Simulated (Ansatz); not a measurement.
**Ag: energy along a strain**

Ag, Fm-3m, a = 4.086 Å (as given, not relaxed at this level: 4.7 GPa). Ansatz: PBE, PAW, 420 eV, Γ-centred 20×20×20 mesh on 1 atom, Gaussian smearing 0.15 eV; no spin polarisation. Cell vectors (Å): 0.000 2.043 2.043; 2.043 0.000 2.043; 2.043 2.043 0.000. The cell is strained by x per cent times the pattern (1 0 0 0 0 0) in the order xx yy zz yz xz xy (engineering shears), with fractional coordinates held. y is the free energy over the start, V0 = 17.057 Å³/atom.

```
x (%) y (meV/atom)
-4.00         33.27
-3.00         22.29
-2.00         13.16
-1.00          5.77
 0.00          0.00
 1.00         -4.22
 2.00             ?
 3.00         -8.36
 3.50         -8.56
 4.00         -8.44
```

Fit y = c1 x + c2 x² + c3 x³ to the other rows, get the stiffness along the pattern, and predict the missing energy.

Least squares on the rows shown. y = −4.9736 x + 0.77529 x² − 0.015022 x³. The clamped-ion stiffness p·C·p = 2 × 7.753 eV × 160.2 / 17.057 Å³ = 146 GPa, which is C11 in these axes (second derivative at the start, which stands under stress). At x = 2.00 the fit asked for gives -6.97 meV/atom. The run gave -6.98 meV/atom, so the fit is 0.01 meV/atom too high, within twice the rms miss on the fitted rows (0.010 meV/atom).